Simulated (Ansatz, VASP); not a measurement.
# Ru in VASP and in Ansatz

```
Ru
1.0
     0.00000    2.72699    2.72699
     2.72699    0.00000    2.72699
     2.72699    2.72699    0.00000
Ru
2
Direct
  0.00000 0.00000 0.00000
  0.25000 0.25000 0.25000
```

Alike in both runs: task single point; functional PBE; k mesh 10 × 10 × 10; occupations tetrahedron; no spin polarisation.

|  | VASP | Ansatz |
| --- | --- | --- |
| version | VASP 6.6.1 | Ansatz 0.2.0 |
| potentials or method | VASP PAW PBE potentials, release 64 (Ru_pv), cutoff 520 eV | all-electron LAPW, scalar-relativistic |

Ansatz gave:

```
pressure (GPa) : 0.0
```

**Question.** Estimate VASP's values.

**Answer.** Pressure (GPa): 0.3.

Ansatz ran all-electron here, so the differences hold the error of VASP's frozen core and of both bases. Ansatz warned: «band_table_not_solved_further».

Caveats: tetrahedron occupations give inexact forces and stress in metals.
